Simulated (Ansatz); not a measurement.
## Li: pressure against volume scale

Periodic Kohn-Sham DFT of a crystal at fixed atoms, scaled to volume_scale times the given cell; pressure positive in compression, energy less spherical unpolarised free atoms, largest_vzz the field gradient of largest size among the nuclei. The results are calculated, by Ansatz 0.2.0.

The cell before it is scaled or strained (space group Fm-3m, No. 225):
```
CELL_PARAMETERS angstrom
0.00000 2.20200 2.20200
2.20200 0.00000 2.20200
2.20200 2.20200 0.00000
ATOMIC_POSITIONS crystal
Li 0.00000 0.00000 0.00000
```

Settings of every row: method frozen-core PAW; functional LDA; relativity scalar; k mesh 16x16x16; filling fermi-dirac; smearing width 0.05 eV; wave cutoff 420 eV; paw set soft_2.

Atom start moment: 0 on all atoms.

Limits: PAW files made with PBE.

| row | volume scale | V (Å³/atom) | pressure (GPa) |
| --- | --- | --- | --- |
| 1 | 0.94 | 20.073 | -0.793 |
| 2 | 0.96 | 20.5 | -1.043 |
| 3 | 0.98 | 20.927 | -1.269 |
| 4 | 0.99 | 21.141 | -1.374 |
| 5 | 1 | 21.354 | -1.475 |
| 6 | 1.01 | 21.568 | -1.57 |
| 7 | 1.02 | 21.781 | -1.662 |
| 8 | 1.04 | 22.208 | -1.832 |
| 9 | 1.06 | 22.635 | ? |

Question: what pressure should row 9 give?

Worked fit of pressure. Take u = (V_r/V)^(2/3) − 1 with V_r = 21.247 Å³ an atom, which is twice the finite (Eulerian) strain; such expansions in the strain, on which the Birch-Murnaghan equation of state is built, carry the rest volume and the bulk modulus. The shown rows have u = 0.03862, 0.02415, 0.01017, 0.00334, -0.00334, -0.00995, -0.01641, -0.02906. Least squares give pressure = −1.425 + 15.008 × u + 34.8 × u² GPa; a straight line predicts inner rows, each left out in turn, worse (root mean square 0.012 against 0.0007 GPa). The rows lie off it by 0.000, -0.001, 0.000, 0.000, 0.000, 0.001, 0.000, 0.000. The withheld row has u = -0.04131, so the fit gives −1.425 + 15.008 × (-0.04131) + 34.8 × (-0.04131)² = -1.986 GPa.

The calculation gave -1.987 GPa. The fit lies 0.001 GPa (0.084 % of the column's range) above it, one unit of the last digit. This row lies beyond the range of the fit.
